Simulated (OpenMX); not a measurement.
The system is CdSe (Cadmoselite).

```
Cd Se
1.0
     4.30000    0.00000    0.00000
    -2.15000    3.72391    0.00000
     0.00000    0.00000    7.02000
Cd Se
2 2
Direct
  0.66667 0.33333 0.50000
  0.33333 0.66667 0.00000
  0.66667 0.33333 0.88500
  0.33333 0.66667 0.38500
```

Base run:

* Program: OpenMX 3.8.5
* Functional: PBE
* Dispersion: D4
* Potentials or basis: OpenMX 2013 PBE set, Cd7.0-s3p2d2, Se7.0-s3p2d2, grid cutoff 500 Ry
* k mesh: 5 × 5 × 3
* Occupations: fermi-dirac, width 0.05 eV
* Spin: no spin polarisation

Its results: band gap on the k mesh 0.89 eV, direct; pressure 1.6 GPa; largest force 0.335 eV/Å.

Question: The run is repeated on the same cell with these changes: dispersion from D4 to none. What comes out?

Answer: Band gap on the k mesh 0.89 eV, direct; pressure 3.6 GPa; largest force 0.334 eV/Å.

Dispersion adds attraction, which lowers the pressure at fixed volume and, as a term added to the energy, leaves the levels alone.

Caveats: an odd mesh through Γ misses points on the zone boundary, where band edges often lie; the basis of atomic orbitals isn't converged, which shifts pressures, moduli and gaps.

Not every run made on this cell is shown here.
